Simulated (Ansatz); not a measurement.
Reaction (substitution at a C–C bond): `OCC(F)(F)F` + `N[SiH2]N` → `N[SiH2]NCO` + `FC(F)F`

Computed with Ansatz on PBE0-D4/def2-TZVP structures; ΔE is electronic, products minus reactants. CCSD(T)/CBS adds triple-zeta CCSD(T) − MP2 to the extrapolated MP2 energy (def2 sets, frozen cores). This one scheme is used for every species. Each species was taken in one conformer, which may not be the lowest.

```json
{"species": "`OCC(F)(F)F`", "CCSD/CBS(def2) energy (Eh)": "-452.41539"}
{"species": "`N[SiH2]N`", "CCSD/CBS(def2) energy (Eh)": "-402.13380"}
{"species": "`N[SiH2]NCO`", "CCSD/CBS(def2) energy (Eh)": "-516.53633"}
{"species": "`FC(F)F`", "CCSD/CBS(def2) energy (Eh)": "-338.00136"}
```

**Question.** Work out ΔE.

**Answer.** ΔE = (-516.53633) + (-338.00136) − (-452.41539) − (-402.13380) = 0.01150 Eh = +7.2 kcal/mol. CCSD(T)/CBS gives +7.0 kcal/mol.

Largest T1 diagnostic among the species: 0.012.

In def2-TZVPP, CCSD(T) changes the Hartree–Fock value by −0.8 kcal/mol (the triples alone add −0.2 kcal/mol) and MP2 by −1.2 kcal/mol.
